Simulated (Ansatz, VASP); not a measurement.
# One calculation of TaN, two programs

```
CELL_PARAMETERS angstrom
3.04800 0.00000 0.00000
-1.52400 2.63965 0.00000
0.00000 0.00000 5.01636
ATOMIC_POSITIONS crystal
Ta 0.00000 0.00000 0.00000
Ta 0.00000 0.00000 0.50000
N 0.33333 0.66667 0.25000
N 0.66667 0.33333 0.75000
```

Change from the starting cell: zz strain of +2 %.

Alike in both runs: task single point; functional PBEsol; k mesh 11 × 11 × 6; occupations fermi-dirac, width 0.01 eV; no spin polarisation.

```csv
,VASP,Ansatz
version,VASP 6.6.1,Ansatz 0.2.0
potentials or method,"VASP PAW PBE potentials, release 64 (Ta_pv, N), cutoff 520 eV","all-electron LAPW, scalar-relativistic"
```

|  | VASP | Ansatz | Ansatz less VASP |
| --- | --- | --- | --- |
| pressure (GPa) | 37.7 | 35.9 | -1.82 |
| largest component of the traceless stress (GPa) | 48.25 | 47.67 | -0.583 |

Ansatz ran all-electron here, so the differences hold the error of VASP's frozen core and of both bases.

Caveats: so large a pressure means that the cell lies far from this level's equilibrium, or that cutoff or potentials fall short (VASP); the potentials were made for another functional, which shifts forces and pressure (VASP). Spin-orbit coupling is left out, which matters for the levels of Ta.
